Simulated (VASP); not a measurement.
# InAs (F-43m) in VASP: notebook

InAs is run at these levels: PBE, r2SCAN; tasks: single point.

All numbers are computed with VASP 6.6.1; they aren't measurements. Logs are shortened: lines on timing, memory, paths and dates and some standing lists are left out, and cuts for length are marked.

**Measured values to compare with.**

From a printed reference work, data compilation, for a bulk crystal of InAs at 4.2 K: band gap 0.418 eV (direct).

The results are compared with them further down.

**1. The cell of the first run**

Symmetry: F-43m, No. 216, cubic system. The conventional cell has a = 6.008 Å, b = 6.008 Å, c = 6.008 Å, α = 90.00°, β = 90.00°, γ = 90.00°. Within 3.4 Å of In (site symmetry -43m) lie 4 As at 2.60 Å. As (site symmetry -43m) has 4 In at 2.60 Å within 3.4 Å.

**2. Single point, PBE (strained)**

INCAR

```
SYSTEM = InAs
PREC = Accurate ; ENCUT = 520
EDIFF = 1E-7 ; ISMEAR = 0
SIGMA = 0.1 ; LREAL = .FALSE.
LASPH = .TRUE. ; NELM = 100
ALGO = Normal ; ISIF = 2
LWAVE = .FALSE. ; LCHARG = .FALSE.
GGA = PE ; NBANDS = 16
```

KPOINTS

```
regular mesh
0
G
  12 12 12
  0 0 0
```

POSCAR

```
InAs
1.0
    0.0000000000      3.0041323200      3.0041323200
    3.0041323200      0.0000000000      3.0041323200
    3.0041323200      3.0041323200      0.0000000000
In As
1 1
Direct
    0.0000000000      0.0000000000      0.0000000000
    0.7500000000      0.7500000000      0.7500000000
```

Potentials or basis: VASP PAW PBE potentials, release 64 (In_d, As).

On the command line:

```console
> cat potpaw_PBE.64/In_d/POTCAR potpaw_PBE.64/As/POTCAR > POTCAR
> mpirun -np 1 vasp_std > vasp.out
```

OUTCAR:

```text
SYSTEM = InAs
   PREC = Accurate
   ENCUT = 520
   EDIFF = 1E-7
   ISMEAR = 0
   LREAL = .FALSE.
   LASPH = .TRUE.
   NELM = 100
   ISIF = 2
   GGA = PE

 ion  position               nearest neighbor table
   1  0.000  0.000  0.000-   2 2.60   2 2.60   2 2.60   2 2.60
   2  0.750  0.750  0.750-   1 2.60   1 2.60   1 2.60   1 2.60

  LATTYP: Found a face centered cubic cell.
 ALAT       =     6.0082646400

  Lattice vectors:

 A1 = (   0.0000000000,   3.0041323200,   3.0041323200)
 A2 = (   3.0041323200,   0.0000000000,   3.0041323200)
 A3 = (   3.0041323200,   3.0041323200,   0.0000000000)

Analysis of symmetry for initial positions (statically):
=====================================================================
 Subroutine PRICEL returns:
 Original cell was already a primitive cell.

 Routine SETGRP: Setting up the symmetry group for a
 face centered cubic supercell.

 Subroutine GETGRP returns: Found 24 space group operations
 (whereof 24 operations were pure point group operations)
 out of a pool of 48 trial point group operations.

The static configuration has the point symmetry T_d .

Analysis of symmetry for dynamics (positions and initial velocities):
=====================================================================
 Subroutine PRICEL returns:
 Original cell was already a primitive cell.

 Routine SETGRP: Setting up the symmetry group for a
 face centered cubic supercell.

 Subroutine GETGRP returns: Found 24 space group operations
 (whereof 24 operations were pure point group operations)
 out of a pool of 48 trial point group operations.

The dynamic configuration has the point symmetry T_d .

 Subroutine INISYM returns: Found 24 space group operations
 (whereof 24 operations are pure point group operations),
 and found     1 'primitive' translations

----------------------------------------------------------------------------------------

                                     Primitive cell

  volume of cell :      54.2235

  direct lattice vectors                    reciprocal lattice vectors
     0.000000000  3.004132320  3.004132320    -0.166437409  0.166437409  0.166437409
     3.004132320  0.000000000  3.004132320     0.166437409 -0.166437409  0.166437409
     3.004132320  3.004132320  0.000000000     0.166437409  0.166437409 -0.166437409

  length of vectors
     4.248484670  4.248484670  4.248484670     0.288278049  0.288278049  0.288278049

  position of ions in fractional coordinates (direct lattice)
     0.000000000  0.000000000  0.000000000
     0.750000000  0.750000000  0.750000000

  ion indices of the primitive-cell ions
   primitive index   ion index
                 1           1
                 2           2

----------------------------------------------------------------------------------------

 KPOINTS: regular mesh

Automatic generation of k-mesh.
 Grid dimensions read from file:
 generate k-points for:   12   12   12

 Generating k-lattice:

  Cartesian coordinates                     Fractional coordinates (reciprocal lattice)
    -0.013869784  0.013869784  0.013869784     0.083333333  0.000000000  0.000000000
     0.013869784 -0.013869784  0.013869784     0.000000000  0.083333333  0.000000000
     0.013869784  0.013869784 -0.013869784     0.000000000  0.000000000  0.083333333

  Length of vectors
     0.024023171  0.024023171  0.024023171

  Shift w.r.t. Gamma in fractional coordinates (k-lattice)
     0.000000000  0.000000000  0.000000000

 Subroutine IBZKPT returns following result:
 ===========================================

 Found     72 irreducible k-points:

 Following reciprocal coordinates:
            Coordinates               Weight
  0.000000  0.000000  0.000000      1.000000
  0.083333  0.000000  0.000000      8.000000
  0.166667  0.000000  0.000000      8.000000
  0.250000  0.000000  0.000000      8.000000
  0.333333  0.000000  0.000000      8.000000
  0.416667  0.000000  0.000000      8.000000
[... 16 lines left out ...]
  0.500000  0.166667  0.000000     24.000000
 -0.416667  0.166667  0.000000     24.000000
 [... further k-points ...]
   k-points           NKPTS =     72   k-points in BZ     NKDIM =     72   number of bands    NBANDS=     16
   number of dos      NEDOS =    301   number of ions     NIONS =      2
   total plane-waves  NPLWV =  32768
   dimension x,y,z NGX =    32 NGY =   32 NGZ =   32
   dimension x,y,z NGXF=    64 NGYF=   64 NGZF=   64
   ions per type =               1   1
   NGX,Y,Z   is equivalent  to a cutoff of  12.52, 12.52, 12.52 a.u.
   NGXF,Y,Z  is equivalent  to a cutoff of  25.04, 25.04, 25.04 a.u.
 SYSTEM =  InAs
   PREC   = accura    normal or accurate (medium, high low for compatibility)
   ISTART =      0    job   : 0-new  1-cont  2-samecut
   ICHARG =      2    charge: 1-file 2-atom 10-const
   ISPIN  =      1    spin polarized calculation?
   LNONCOLLINEAR =      F non collinear calculations
   LSORBIT =      F    spin-orbit coupling
   LASPH  =      T    aspherical Exc in radial PAW
   ENCUT  =  520.0 eV  38.22 Ry    6.18 a.u.   7.90  7.90  7.90*2*pi/ulx,y,z
   NELM   =    100;   NELMIN=  2; NELMDL= -5     # of ELM steps
   EDIFF  = 0.1E-06   stopping-criterion for ELM
   LREAL  =      F    real-space projection
   EDIFFG = 0.1E-05   stopping-criterion for IOM
   NSW    =      0    number of steps for IOM
   IBRION =     -1    ionic relax: 0-MD 1-quasi-New 2-CG
   NFREE  =      0    steps in history (QN), initial steepest desc. (CG)
   ISIF   =      2    stress and relaxation
   ISYM   =      2    0-nonsym 1-usesym 2-fastsym
   POTIM  = 0.5000    time-step for ionic-motion
   TEBEG  =    0.0;   TEEND  =   0.0 temperature during run
   PSTRESS=    0.0 pullay stress
   NELECT =      18.0000    total number of electrons
   NUPDOWN=      -1.0000    fix difference up-down
   EMIN   =  10.00;   EMAX   =-10.00  energy-range for DOS
   EFERMI =   0.00;   METHOD = LEGACY
   ISMEAR =     0;   SIGMA  =   0.10  broadening in eV -4-tet -1-fermi 0-gaus
   EFERMI_NEDOS =   21; number of points for ismear=-14 and -15
   IALGO  =     38    algorithm
   IMIX   =      4    mixing-type and parameters
     AMIX     =   0.40;   BMIX     =  1.00
     AMIX_MAG =   1.60;   BMIX_MAG =  1.00
  volume/ion in A,a.u.               =      27.11       182.96
  Fermi-wavevector in a.u.,A,eV,Ry     =   1.133539  2.142079 17.482282  1.284912
  Thomas-Fermi vector in A             =   2.270242
   LORBIT       =      0    0 simple, 1 ext, 2 COOP (PROOUT), +10 PAW based schemes
   GGA     = PE    functional components
   LHFCALC =     F    Hartree Fock is set to
   AEXX    =    0.0000 exact exchange contribution
   IVDW    =     0    specifies the selected vdW correction
   LEPSILON=     F    determine dielectric tensor
   LRPA    =     F    only Hartree local field effects (RPA)
 non-spin polarized calculation
 Gauss-broadening in eV      SIGMA  =   0.10
  energy-cutoff  :      520.00
  volume of cell :       54.22
 maximum number of plane-waves:      1477
   NGX = 15   NGY = 15   NGZ = 15

 number of electron      17.9999996 magnetization

 Free energy of the ion-electron system (eV)
  ---------------------------------------------------
  ext. energy  EPLUGINS =         0.00000000
  ---------------------------------------------------
  free energy    TOTEN  =        -7.64226898 eV

  energy without entropy =       -7.64211843  energy(sigma->0) =       -7.64219371

 E-fermi :   4.7632     XC(G=0):  -9.1780

 val. band max:        4.7048374452   @ k =   0.0000   0.0000   0.0000
 cond. band min:       5.5866533815   @ k =   0.0833   0.0000   0.0000
 fundamental gap:      0.8818159362
 Fermi energy:         4.7631592356

 k-point     1 :       0.0000    0.0000    0.0000
  band No.  band energies     occupation
      1      -9.7272      2.00000
      2      -9.7272      2.00000
      3      -9.7272      2.00000
      4      -9.5931      2.00000
      5      -9.5931      2.00000
      6      -7.2832      2.00000
[... 8 lines left out ...]
     15      14.4362      0.00000
     16      14.4362      0.00000

 k-point     2 :       0.0833    0.0000    0.0000
  band No.  band energies     occupation
      1      -9.7374      2.00000
      2      -9.7243      2.00000
      3      -9.7243      2.00000
      4      -9.5932      2.00000
      5      -9.5932      2.00000
      6      -7.2080      2.00000
[... 8 lines left out ...]
     15      13.8420      0.00000
     16      13.8420      0.00000

 k-point     3 :       0.1667    0.0000    0.0000
  band No.  band energies     occupation
      1      -9.7641      2.00000
      2      -9.7168      2.00000
      3      -9.7168      2.00000
      4      -9.5931      2.00000
      5      -9.5931      2.00000
      6      -6.9906      2.00000
[... 8 lines left out ...]
     15      13.3279      0.00000
     16      13.3455      0.00000

 k-point     4 :       0.2500    0.0000    0.0000
  band No.  band energies     occupation
      1      -9.7982      2.00000
      2      -9.7075      2.00000
      3      -9.7075      2.00000
      4      -9.5918      2.00000
      5      -9.5918      2.00000
      6      -6.6573      2.00000
[... 8 lines left out ...]
     15      13.2946      0.00000
     16      13.2946      0.00000
[... 324 lines left out ...]
 k-point    22 :       0.4167    0.1667    0.0000
  band No.  band energies     occupation
      1      -9.8586      2.00000
      2      -9.6873      2.00000
      3      -9.6808      2.00000
      4      -9.6031      2.00000
      5      -9.5807      2.00000
      6      -5.9285      2.00000
[... 8 lines left out ...]
     15      14.8986      0.00000
     16      15.5492      0.00000

 k-point    23 :       0.5000    0.1667    0.0000
  band No.  band energies     occupation
      1      -9.8699      2.00000
      2      -9.6862      2.00000
      3      -9.6788      2.00000
      4      -9.5977      2.00000
      5      -9.5820      2.00000
      6      -5.6427      2.00000
[... 8 lines left out ...]
     15      15.2213      0.00000
     16      15.6399      0.00000

 k-point    24 :      -0.4167    0.1667    0.0000
  band No.  band energies     occupation
      1      -9.8697      2.00000
      2      -9.6867      2.00000
      3      -9.6804      2.00000
      4      -9.5924      2.00000
      5      -9.5865      2.00000
      6      -5.5975      2.00000
[... 8 lines left out ...]
     15      14.4547      0.00000
     16      14.9122      0.00000

 [... further k-points ...]
[... 5 lines left out ...]
  --------------------------------------------------------------------------------------
  -------------------------------------------------------------------------------------
  Total        1.7999849      1.7999849      1.7999849     -0.0000000      0.0000000      0.0000000
  in kB       53.1853810     53.1853810     53.1853810     -0.0000000      0.0000000      0.0000000
  external PRESSURE =      53.1853810 kB  Pullay stress =       0.0000000 kB

 VOLUME and BASIS-vectors are now :
 -----------------------------------------------------------------------------
  energy-cutoff  :      520.00
  volume of cell :       54.22
      direct lattice vectors                 reciprocal lattice vectors
     0.000000000  3.004132320  3.004132320    -0.166437409  0.166437409  0.166437409
     3.004132320  0.000000000  3.004132320     0.166437409 -0.166437409  0.166437409
     3.004132320  3.004132320  0.000000000     0.166437409  0.166437409 -0.166437409

 POSITION                                       TOTAL-FORCE (eV/Angst)
 -----------------------------------------------------------------------------------
      0.00000      0.00000      0.00000        -0.000000     -0.000000     -0.000000
      4.50620      4.50620      4.50620         0.000000      0.000000      0.000000
 -----------------------------------------------------------------------------------
    total drift:                                0.000000      0.000000      0.000000

  FREE ENERGIE OF THE ION-ELECTRON SYSTEM (eV)
  ---------------------------------------------------
  free  energy   TOTEN  =        -7.6422689834 eV

  energy  without entropy=       -7.6421184308  energy(sigma->0) =       -7.64219371
```

It took 46 s on 1 thread of Intel Xeon Platinum 8259CL at 2.50GHz (Skylake/Cascade Lake), shared host; peak memory 0.21 GiB.

Results:

```yaml
Free_energy: -7.6423 eV
Pressure: 5.3 GPa
Band_gap_on_the_k_mesh: zero (filled and empty bands touch)
```

Caveat: the cell differs from its parent crystal (strained); spin-orbit coupling is left out, which moves the levels of the heavy elements.

**3. Single point, PBE (strained)**

INCAR

```
SYSTEM = InAs
PREC = Accurate
ENCUT = 520
EDIFF = 1E-6
ISMEAR = 0
SIGMA = 0.1
LREAL = .False.
LASPH = .True.
NELM = 60
ALGO = Normal
ISIF = 2
LWAVE = .False.
LCHARG = .False.
GGA = PE
NBANDS = 16
```

KPOINTS

```
Automatic mesh
0
Gamma
  12 12 12
  0 0 0
```

POSCAR

```
InAs
1.0
    0.0000000000      3.1745952000      3.1745952000
    3.1745952000      0.0000000000      3.1745952000
    3.1745952000      3.1745952000      0.0000000000
In As
1 1
Direct
    0.0000000000      0.0000000000      0.0000000000
    0.7500000000      0.7500000000      0.7500000000
```

Potentials or basis: VASP PAW PBE potentials, release 64 (In_d, As).

On the command line:

```console
> cat potpaw_PBE.64/In_d/POTCAR potpaw_PBE.64/As/POTCAR > POTCAR
> mpirun -np 1 vasp_std > vasp.out
```

Run time: 58 s. Hardware: 1 thread of Intel Xeon Platinum 8259CL at 2.50GHz (Skylake/Cascade Lake), shared host; peak memory 0.25 GiB.

Results (log left out):

```
Free energy            : -7.6711 eV
Pressure               : -3.1 GPa
Band gap on the k mesh : zero (filled and empty bands touch)
```

Levels at points of the mesh, in eV from the Fermi level:
```csv
k point,band 7,band 8,band 9,band 10,band 11,band 12
"(0.00, 0.00, 0.00)",-0.99,-0.07,-0.07,-0.07,3.75,3.75
"(0.50, 0.00, 0.00)",-5.17,-0.87,-0.87,0.59,4.50,4.50
"(0.50, 0.50, 0.00)",-5.34,-1.95,-1.95,1.69,1.92,8.21
```

Caveat: the cell differs from its parent crystal (strained); spin-orbit coupling is left out, which moves the levels of the heavy elements.

**4. Single point, r2SCAN (functional r2SCAN, strained)**

POSCAR

```
InAs
1.0
    0.0000000000      3.1151736000      3.1151736000
    3.1151736000      0.0000000000      3.1151736000
    3.1151736000      3.1151736000      0.0000000000
In As
1 1
Direct
    0.0000000000      0.0000000000      0.0000000000
    0.7500000000      0.7500000000      0.7500000000
```

INCAR.step1

```
SYSTEM = InAs
  ALGO = Normal
  EDIFF = 1E-4
  ENCUT = 520
  GGA = PE
  ISMEAR = 0
  LASPH = .True.
  LCHARG = .False.
  LREAL = .False.
  LWAVE = .True.
  NBANDS = 16
  NELM = 80
  PREC = Accurate
  SIGMA = 0.1
```

INCAR.step2

```
SYSTEM = InAs
  ALGO = Normal
  EDIFF = 1E-6
  ENCUT = 520
  ISIF = 2
  ISMEAR = 0
  ISTART = 1
  LASPH = .True.
  LCHARG = .True.
  LELF = .True.
  LMIXTAU = .True.
  LREAL = .False.
  LVHAR = .True.
  LWAVE = .False.
  METAGGA = R2SCAN
  NBANDS = 16
  NELM = 80
  PREC = Accurate
  SIGMA = 0.1
```

KPOINTS

```
k-points
0
Gamma
  12 12 12
  0 0 0
```

On the command line:

```console
> cat potpaw_PBE.64/In_d/POTCAR potpaw_PBE.64/As/POTCAR > POTCAR
> cp INCAR.step1 INCAR
> mpirun -np 1 vasp_std > vasp.out
> cp INCAR.step2 INCAR
> mpirun -np 1 vasp_std > vasp.out
```

It took 4.2 min on 1 thread of Intel Xeon Platinum 8259CL at 2.50GHz (Skylake/Cascade Lake), shared host; peak memory 0.26 GiB.

Results (log left out):

| Property | Result |
| --- | --- |
| Free energy | -38.0292 eV |
| Pressure | -3.0 GPa |
| Band gap on the k mesh | zero (filled and empty bands touch) |

Levels at points of the mesh, in eV from the Fermi level:
| k point | band 6 | band 7 | band 8 | band 9 | band 10 | band 11 | band 12 | band 13 |
| --- | --- | --- | --- | --- | --- | --- | --- | --- |
| (0.00, 0.00, 0.00) | -11.81 | -0.31 | -0.07 | -0.07 | -0.07 | 4.15 | 4.15 | 4.15 |
| (0.50, 0.00, 0.00) | -10.53 | -5.50 | -0.96 | -0.96 | 1.04 | 4.92 | 4.92 | 7.06 |
| (0.50, 0.50, 0.00) | -10.06 | -5.63 | -2.17 | -2.17 | 1.89 | 2.24 | 9.16 | 9.23 |

Caveat: the cell differs from its parent crystal (functional r2SCAN, strained); the PAW data sets were made with another functional, which shifts forces and pressure a little; spin-orbit coupling is left out, which moves the levels of the heavy elements.

[end of part 1 of 2]
